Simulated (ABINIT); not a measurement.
## MoS2: single point with PBEsol

MoS2:

```
Mo S
1.0
     3.22746    0.00000    0.00000
    -1.61373    2.79507    0.00000
     0.00000    0.00000    6.31247
Mo S
1 2
Direct
  0.00000 0.00000 0.50000
  0.66667 0.33333 0.74468
  0.33333 0.66667 0.25532
```

Measurements of this composition are mostly on another form, of space group No. 194.

```
Program             : ABINIT 10.8.3 (patched build)
Task                : single point
Functional          : PBEsol
Potentials or basis : PseudoDojo NC SR PBEsol v0.4.1 standard
Cutoff              : 980 eV
k mesh              : 7 × 7 × 3
Occupations         : fermi-dirac, width 0.05 eV
Spin                : no spin polarisation
```

```json
{"Pressure": "-3.3 GPa", "Largest force": "0.007 eV/Å", "Band gap on the k mesh": "none (metal or under the smearing width)", "Valence electrons inside the program's atomic spheres": "Mo 10.49; S 3.91"}
```

Forces on the atoms (eV/Å):
```
Mo   0.000  0.000  0.000
S    0.000  0.000  0.007
S    0.000  0.000 -0.007
```

Stress tensor (GPa, compression positive):
```
-4.44  0.00  0.00
 0.00 -4.44  0.00
 0.00  0.00 -1.05
```

Levels at points of the mesh, in eV from the Fermi level:
```
           k point  band 11  band 12  band 13  band 14  band 15  band 16
(0.00, 0.00, 0.00)    -1.18    -1.06    -1.06    -0.38    -0.38     3.11
```

Run time: 81 s on 1 thread of Intel(R) Xeon(R) Platinum 8488C (Sapphire Rapids), with other jobs on the host, peak memory 0.1 GiB.

Caveat: this functional lacks dispersion, which binds the layers, so the pressure and a relaxed spacing across them are unreliable.
